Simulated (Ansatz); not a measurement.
All numbers below come from DFT PBE, scalar-relativistic, plane waves, PAW in Ansatz. Settings: cutoff 420 eV, Γ-centred meshes spaced at most about 0.3 Å⁻¹ (2π included), Gaussian smearing. No spin polarisation in the final relaxations.

Temperature and zero-point effects are left out. All come from trial cells, and lower structures may exist.

Question: These unrelaxed guesses for PbS are each relaxed within their symmetry. Order them by the energy at which they end, lowest first.
A.

```xyz
6
Lattice="4.3391 0.0000 0.0000 -2.1696 3.7578 0.0000 0.0000 0.0000 7.0930" Properties=species:S:1:pos:R:3 pbc="T T T"
Pb   -1.1146    3.1487    4.7287
Pb    0.0000    1.2181    2.3643
Pb    1.1146    3.1487    0.0000
S     3.2842    0.6091    4.7287
S     2.1696    2.5397    2.3643
S     1.0549    0.6091    0.0000
```

B.

```xyz
2
Lattice="3.6291 -2.0710 0.0000 3.6291 2.0710 0.0000 -2.4075 0.0000 3.5484" Properties=species:S:1:pos:R:3 pbc="T T T"
Pb   -2.3947    0.0000    3.5467
S     2.4109    0.0000    1.3033
```

Answer: B (ends in Fm-3m, rock salt type, 0 meV/atom), A (ends in P3_212, 255 meV/atom).

These runs have no spin–orbit coupling, which can matter for Pb. Cells relaxed within their symmetry can be saddle points. The part of the Crystallography Open Database at hand lists PbS in space groups No. 12, 225; sharing a group (Fm-3m) doesn't make a cell the listed structure. Some candidate types were left out of the draw beforehand, so a known form may be missing.
